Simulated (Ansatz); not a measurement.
# Ta2N (P-3m1) in Ansatz: notebook

One crystal, Ta2N, is run at these levels: PBEsol; tasks: single point, equation of state.

Everything below comes from runs of Ansatz 0.2.0. Logs are shortened: lines on timing, memory, paths and dates and some standing lists are left out, and cuts for length are marked.

### Step 1. Starting point

The structure is trigonal, space group P-3m1 (No. 164). Conventional cell: a = 3.113 Å, b = 3.113 Å, c = 4.870 Å, α = 90.00°, β = 90.00°, γ = 120.00°. Ta (site symmetry 3m) is surrounded by 3 N at 2.18 Å. N (site symmetry -3m) has 6 Ta at 2.18 Å as nearest neighbours.

The cell comes from a database or a generator and needn't be the stable form of this composition.

### Step 2. Single point, PBEsol, 12.80 Å³/atom (volume scaled by 0.94)

Contents of input.yaml:

```yaml
crystal:
  lattice:
    - [3.0493158896, 0.0, 0.0]
    - [-1.5246579448, 2.6407850245, 0.0]
    - [0.0, 0.0, 4.7704285953]
  atoms:
    - { symbol: Ta, position: [0.3333333333, 0.6666666667, 0.254711] }
    - { symbol: Ta, position: [0.6666666667, 0.3333333333, 0.745289] }
    - { symbol: "N", position: [0.0, 0.0, 0.0] }
hamiltonian:
  xc: pbesol
  pseudopotentials: { kind: paw }
kpoints:
  mp_grid: { grid: [10, 10, 6] }
scf:
  occupations: { method: fermi_dirac, width: 0.05 }
output:
  forces: true
  stress: true
  eigenvalues: true
  write_density: true
  write_potential: true
  elf: true
  volumetric_format: npy
```

Potentials or basis: Ansatz PAW.

Started as:

```console
$ ansatz run input.yaml --threads 2 --pin off --max-ram 5632MiB --backend cpu --events-out ev --progress --plain --runs-dir out
```

What it wrote:

```text
Warning: RAYON_NUM_THREADS=2 ignored (pool sized by the plan → 2); use --threads N
Engine: ansatz 0.2.0, aarch64-unknown-linux-gnu
Pseudopotentials: kind: paw
Pseudopotential: Ta, paw, valence charge 13, recommended cutoff 420 eV (normal), Ta.paw.azcp
Pseudopotential: N, paw, valence charge 5, recommended cutoff 420 eV (normal), N.paw.azcp
Functional definition: PBEsol
  exchange = pbesol_x
  correlation = pbesol_c
Crystal: 3 atoms, lattice volume = 38.414 Å³
Basis set: ecut = 420 eV, 747 PW (Γ), exchange–correlation on 48×48×64 points (8 copies of the dense FFT grid, shifted against one another)
Bands: 20, of which v1, the nominal top of the filled ones, is band 16 counted from 1 (15 counted from 0)
Symmetry: 12 space group operations
Space group: P-3m1 (ITA 164), of the structure as read, at distance tolerance 3.4e-5 Å
k-points: 72 of 600
Non-local potential: Ta, projectors of the file, l = 0: 3, l = 1: 2, l = 2: 2, l = 3: 1
Non-local potential: N, projectors of the file, l = 0: 2, l = 1: 2, l = 2: 1
PAW form: soft (Blöchl's): semilocal exchange-correlation on the pseudo side does not see the compensation charge
PAW frozen core: Ta, regenerated for the run's functional, and the local potential with it (the file was generated under x = pbe(κ = 0.804, μ = 0.2195149727645171), c = pbe(β = 0.06672455060314922))
PAW frozen core: N, regenerated for the run's functional, and the local potential with it (the file was generated under x = pbe(κ = 0.804, μ = 0.2195149727645171), c = pbe(β = 0.06672455060314922))
PAW one-centre angular grid: Ta, 590 points (default); XC on 64 Gauss nodes
PAW one-centre angular grid: N, 110 points (default); XC on 64 Gauss nodes
Initial density: superposition of atomic densities (neutral atoms: chi_scale 0, normalization atom), corrected by the library's trained network
Initial wavefunctions: pseudopotential atomic-orbital guess
Functional: x = pbesol(κ = 0.804, μ = 0.12345679012345678), c = pbesol(β = 0.046)
SCF iter   1: F=—  HF=-19994.265147 eV  |F-HF|=—  |Δ(HF+E_count)|=         —  Δρ=1.03e-2  dr2=3.39e-2  ethr=1.77e-3  ⟨swp⟩=5.9  Hψ=6512  notcnv=0
preconditioner: auto → none  [metal: Δε(μ)=0.014 eV  Ē_g=8.712 eV  σ=0.050 eV  W_gap=0.07  n_scr=8 (ndim 8)  ℏωp=23.2 eV  f_vac=0.000  D(μ)=1.64/eV (n_scr^D=22)  sad-step TF]
SCF iter   2: F=—  HF=-19994.258216 eV  |F-HF|=—  |Δ(HF+E_count)|=   6.93e-3  Δρ=5.01e-3  dr2=9.22e-3  ethr=1.09e-4  ⟨swp⟩=1.6  Hψ=2077  notcnv=0
SCF iter   3: F=—  HF=-19994.256253 eV  |F-HF|=—  |Δ(HF+E_count)|=   1.96e-3  Δρ=1.29e-3  dr2=2.15e-3  ethr=2.97e-5  ⟨swp⟩=2.0  Hψ=2332  notcnv=0
SCF iter   4: F=—  HF=-19994.255727 eV  |F-HF|=—  |Δ(HF+E_count)|=   5.26e-4  Δρ=4.20e-4  dr2=9.24e-5  ethr=6.94e-6  ⟨swp⟩=2.1  Hψ=2094  notcnv=0
SCF iter   5: F=—  HF=-19994.255710 eV  |F-HF|=—  |Δ(HF+E_count)|=   1.72e-5  Δρ=7.83e-5  dr2=1.23e-6  ethr=2.98e-7  ⟨swp⟩=2.0  Hψ=1934  notcnv=0
SCF iter   6: F=-19994.255710 eV  HF=-19994.255710 eV  |F-HF|=1.99e-9  |Δ(HF+E_count)|=   2.11e-7  Δρ=1.05e-5  dr2=1.42e-8  ethr=3.23e-10  ⟨swp⟩=10.2  Hψ=10444  notcnv=0
SCF 1 converged in 6 iterations: F = -19994.255710 eV  dr2 = 1.42e-8
SCF converged after 6 iterations
Free energy (F): -19994.255710 eV
Harris-Foulkes:  -19994.255710 eV  (|F-HF|=1.99e-9)
Internal energy: -19994.242817 eV  (E = F + TS)
E sigma→0 (E₀):  -19994.249263 eV
Entropy (-TS):   -0.012893 eV (-4.298 meV/atom)
Fermi energy:    20.760096 eV
--- Per-component energies (eV) ---
  E_band       = -144.033283
  E_kinetic    = 870.236410
  E_local      = -1177.917966  (includes V_loc(G=0)·N_el)
  E_nonlocal   = 80.394047
  E_hartree    = 410.944177
  E_xc         = -496.533114
  E_vxc        = -487.592631  (∫ρ·V_xc dr)
  E_paw        = -16668.616452  (= ΣΔE_a)
  E_vpaw       = -251.042165  (= ΣTr[D̂ρ^β])
  E_aug_tail   = 0.000429  (compensation charges beyond the density's cutoff)
  E_ewald      = -3013.205738
  E_core_change = 0.455392  (= ΣΔE_core)
  E_smearing   = -0.012893  (= −TS)
  E_closure    = -0.000000  (closes the sum)
  Σ components = -19994.255710   (vs F -19994.255710, Δ=0.00e0)
--- Forces (eV/Å), atoms counted from 1 ---
  atom   1  Ta    -0.00000000     0.00000000     0.07366354
  atom   2  Ta     0.00000000    -0.00000000    -0.07366354
  atom   3  N      0.00000000     0.00000000     0.00000000
  max |Σ_I F_I| component: 0.00e0 eV/Å
--- Stress (GPa, compression-positive) ---
        9.116254       0.000000      -0.000000
       -0.000000       9.116254      -0.000000
        0.000000      -0.000000      10.292489
  P = ⅓ Tr σ = 9.5083 GPa (95.083 kbar)
--- Band table (eV; the first three rows and the last of 72) ---
  k-point 0: bands = ["-47.6242", "-47.5210", "-14.8525", "-13.9321", "-13.9321", "-13.7803", "-13.7803", "-13.6514", "3.0985", "11.9648", "14.4040", "14.4040", "15.8731", "20.0366", "20.5013", "20.5013", "21.0531", "21.0531", "21.0777", "22.0185"]
  k-point 1: bands = ["-47.6174", "-47.5279", "-14.7790", "-13.9224", "-13.9224", "-13.7902", "-13.7902", "-13.7387", "3.1676", "11.8067", "14.3515", "14.3515", "16.1946", "19.5215", "20.1763", "20.1763", "21.3452", "21.3452", "21.6420", "22.5522"]
  k-point 2: bands = ["-47.5987", "-47.5468", "-14.5750", "-13.9699", "-13.8960", "-13.8960", "-13.8167", "-13.8167", "3.3093", "11.5146", "14.2534", "14.2534", "16.9823", "18.7856", "19.7182", "19.7182", "22.3036", "22.3036", "22.3555", "23.3217"]
  k-point 71: bands = ["-47.5198", "-47.5189", "-14.6235", "-14.5990", "-14.3921", "-14.3388", "-13.8531", "-13.8517", "4.0777", "12.6667", "12.9553", "14.1104", "18.1865", "18.7268", "18.8226", "20.9792", "21.1710", "22.5490", "24.7452", "25.4131"]
```

Wall time 2.6 s (2 threads of Arm Neoverse V1, shared host); peak memory 0.34 GiB.

Results:

* Free energy: -19994.2557 eV
* Pressure: 9.5 GPa
* Largest force: 0.074 eV/Å
* Band gap on the k mesh: none (metal or under the smearing width)

Caveat: the pressure holds a Pulay correction of +0.3 GPa for the finite cutoff; the PAW data sets come from PBE, with cores solved anew for the run's functional, which leaves a small shift of forces and pressure.

### Step 3. Single point, PBEsol, 13.08 Å³/atom (volume scaled by 0.96)

Changes to input.yaml since step 2:

```diff
@@ -2,5 +2,5 @@
   lattice:
-    - [3.0493158896, 0.0, 0.0]
-    - [-1.5246579448, 2.6407850245, 0.0]
-    - [0.0, 0.0, 4.7704285953]
+    - [3.0707906527, 0.0, 0.0]
+    - [-1.5353953264, 2.6593827149, 0.0]
+    - [0.0, 0.0, 4.8040242697]
   atoms:
@@ -20,5 +20 @@
   eigenvalues: true
-  write_density: true
-  write_potential: true
-  elf: true
-  volumetric_format: npy
```

Potentials or basis: Ansatz PAW.

Started as:

```console
$ ansatz run input.yaml --threads 2 --pin off --max-ram 5632MiB --backend cpu --events-out ev --progress --plain --runs-dir out
```

Wall time 2.3 s (2 threads of Arm Neoverse V1, shared host); peak memory 0.34 GiB.

Results (log left out):

* Free energy: -19994.2863 eV
* Pressure: 2.6 GPa
* Largest force: 0.062 eV/Å
* Band gap on the k mesh: none (metal or under the smearing width)

Caveat: the PAW data sets come from PBE, with cores solved anew for the run's functional, which leaves a small shift of forces and pressure.

### Step 4. Single point, PBEsol, 13.35 Å³/atom (volume scaled by 0.98)

Changes to input.yaml since step 3:

```diff
@@ -2,5 +2,5 @@
   lattice:
-    - [3.0707906527, 0.0, 0.0]
-    - [-1.5353953264, 2.6593827149, 0.0]
-    - [0.0, 0.0, 4.8040242697]
+    - [3.0919691885, 0.0, 0.0]
+    - [-1.5459845943, 2.6777238649, 0.0]
+    - [0.0, 0.0, 4.8371565186]
   atoms:
```

Started as:

```console
$ ansatz run input.yaml --threads 2 --pin off --max-ram 5632MiB --backend cpu --events-out ev --progress --plain --runs-dir out
```

Run time: 2.2 s. Hardware: 2 threads of Arm Neoverse V1, shared host; peak memory 0.34 GiB.

Results (log left out):

* Free energy: -19994.2835 eV
* Pressure: -3.6 GPa
* Largest force: 0.185 eV/Å
* Band gap on the k mesh: none (metal or under the smearing width)

Caveat: the PAW data sets come from PBE, with cores solved anew for the run's functional, which leaves a small shift of forces and pressure.

### Step 5. Single point, PBEsol, 13.62 Å³/atom

Changes to input.yaml since step 4:

```diff
@@ -2,5 +2,5 @@
   lattice:
-    - [3.0919691885, 0.0, 0.0]
-    - [-1.5459845943, 2.6777238649, 0.0]
-    - [0.0, 0.0, 4.8371565186]
+    - [3.112861506, 0.0, 0.0]
+    - [-1.556430753, 2.6958171426, 0.0]
+    - [0.0, 0.0, 4.869841]
   atoms:
```

Started as:

```console
$ ansatz run input.yaml --threads 2 --pin off --max-ram 5632MiB --backend cpu --events-out ev --progress --plain --runs-dir out
```

Wall time 2.2 s (2 threads of Arm Neoverse V1, shared host); peak memory 0.34 GiB.

It converged, with:

```yaml
Free_energy: -19994.2509 eV
Pressure: -9.1 GPa
Largest_force: 0.297 eV/Å
Band_gap_on_the_k_mesh: none (metal or under the smearing width)
```

Caveat: the PAW data sets come from PBE, with cores solved anew for the run's functional, which leaves a small shift of forces and pressure.

### Step 6. Single point, PBEsol, 13.89 Å³/atom (volume scaled by 1.02)

Changes to input.yaml since step 5:

```diff
@@ -2,5 +2,5 @@
   lattice:
-    - [3.112861506, 0.0, 0.0]
-    - [-1.556430753, 2.6958171426, 0.0]
-    - [0.0, 0.0, 4.869841]
+    - [3.1334770837, 0.0, 0.0]
+    - [-1.5667385418, 2.7136707566, 0.0]
+    - [0.0, 0.0, 4.9020925425]
   atoms:
```

Potentials or basis: Ansatz PAW.

Started as:

```console
$ ansatz run input.yaml --threads 2 --pin off --max-ram 5632MiB --backend cpu --events-out ev --progress --plain --runs-dir out
```

It took 2.1 s on 2 threads of Arm Neoverse V1, shared host; peak memory 0.34 GiB.

Results (log left out):

* Free energy: -19994.1915 eV
* Pressure: -14.1 GPa
* Largest force: 0.400 eV/Å
* Band gap on the k mesh: none (metal or under the smearing width)

Caveat: the PAW data sets come from PBE, with cores solved anew for the run's functional, which leaves a small shift of forces and pressure.

### Step 7. Single point, PBEsol, 14.17 Å³/atom (volume scaled by 1.04)

Changes to input.yaml since step 6:

```diff
@@ -2,5 +2,5 @@
   lattice:
-    - [3.1334770837, 0.0, 0.0]
-    - [-1.5667385418, 2.7136707566, 0.0]
-    - [0.0, 0.0, 4.9020925425]
+    - [3.1538249076, 0.0, 0.0]
+    - [-1.5769124538, 2.731292489, 0.0]
+    - [0.0, 0.0, 4.9339252043]
   atoms:
```

Started as:

```console
$ ansatz run input.yaml --threads 2 --pin off --max-ram 5632MiB --backend cpu --events-out ev --progress --plain --runs-dir out
```

Wall time 2.4 s (2 threads of Arm Neoverse V1, shared host); peak memory 0.34 GiB.

The run converged. Its results:

```yaml
Free_energy: -19994.1081 eV
Pressure: -18.5 GPa
Largest_force: 0.493 eV/Å
Band_gap_on_the_k_mesh: none (metal or under the smearing width)
```

Caveat: the PAW data sets come from PBE, with cores solved anew for the run's functional, which leaves a small shift of forces and pressure.

### Step 8. Single point, PBEsol, 14.44 Å³/atom (volume scaled by 1.06)

Changes to input.yaml since step 7:

```diff
@@ -2,5 +2,5 @@
   lattice:
-    - [3.1538249076, 0.0, 0.0]
-    - [-1.5769124538, 2.731292489, 0.0]
-    - [0.0, 0.0, 4.9339252043]
+    - [3.1739135059, 0.0, 0.0]
+    - [-1.586956753, 2.7486897255, 0.0]
+    - [0.0, 0.0, 4.9653523268]
   atoms:
```

Started as:

```console
$ ansatz run input.yaml --threads 2 --pin off --max-ram 5632MiB --backend cpu --events-out ev --progress --plain --runs-dir out
```

Run time: 2.3 s. Hardware: 2 threads of Arm Neoverse V1, shared host; peak memory 0.34 GiB.

The run converged. Its results:

```yaml
Free_energy: -19994.0032 eV
Pressure: -22.5 GPa
Largest_force: 0.577 eV/Å
Band_gap_on_the_k_mesh: none (metal or under the smearing width)
```

Caveat: the PAW data sets come from PBE, with cores solved anew for the run's functional, which leaves a small shift of forces and pressure.

### Step 9. Equation of state, PBEsol

Potentials or basis: Ansatz PAW.

No new run: the results of the series are fitted here.

Results:

| Item | Value |
| --- | --- |
| Equilibrium volume | 13.19 Å³/atom |
| Bulk modulus at fixed shape and positions | 302 GPa |
| Pressure derivative of the bulk modulus | 4.3 |

Energy against volume, from the lowest point:
```csv
volume (Å³/atom),energy (meV/atom)
12.805,10.19
13.077,0.00
13.350,0.91
13.622,11.79
13.895,31.59
14.167,59.39
14.439,94.36
```

Caveat: the cell was scaled at fixed shape and fractional positions, which overstates the stiffness of a crystal with free parameters, most of all of layers and chains. The run has no spin-orbit coupling, so splittings on Ta are missing.
